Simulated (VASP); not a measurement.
The system is ZnS.

```xyz
2
Lattice="0.0000 2.7020 2.7020 2.7020 0.0000 2.7020 2.7020 2.7020 0.0000" Properties=species:S:1:pos:R:3 pbc="T T T"
Zn    4.0530    4.0530    4.0530
S     0.0000    0.0000    0.0000
```

Base run:

| Item | Value |
| --- | --- |
| Program | VASP 6.6.1 |
| Functional | PBE |
| Potentials or basis | VASP PAW PBE potentials, release 64 (Zn, S) |
| Cutoff | 520 eV |
| k mesh | 9 × 9 × 9 |
| Occupations | fermi-dirac, width 0.05 eV |
| Spin | no spin polarisation |

Its results: band gap on the k mesh 2.11 eV, direct.

Question: After a change of settings the same cell gave: band gap on the k mesh 1.89 eV, direct. Which change was it?
A. functional from PBE to RPBE; further incar settings from ALGO = Normal; EDIFF = 1e-07 to ALGO = Fast; EDIFF = 1e-07
B. functional from PBE to LDA; potentials or basis from VASP PAW PBE potentials, release 64 (Zn, S) to VASP PAW LDA potentials, release 64 (Zn, S)
C. occupations from fermi-dirac, width 0.05 eV to gaussian, width 0.011 eV; further incar settings from ALGO = Normal; EDIFF = 1e-07 to ALGO = Normal; EDIFF = 1e-07; NBANDS = 16

Answer: B.
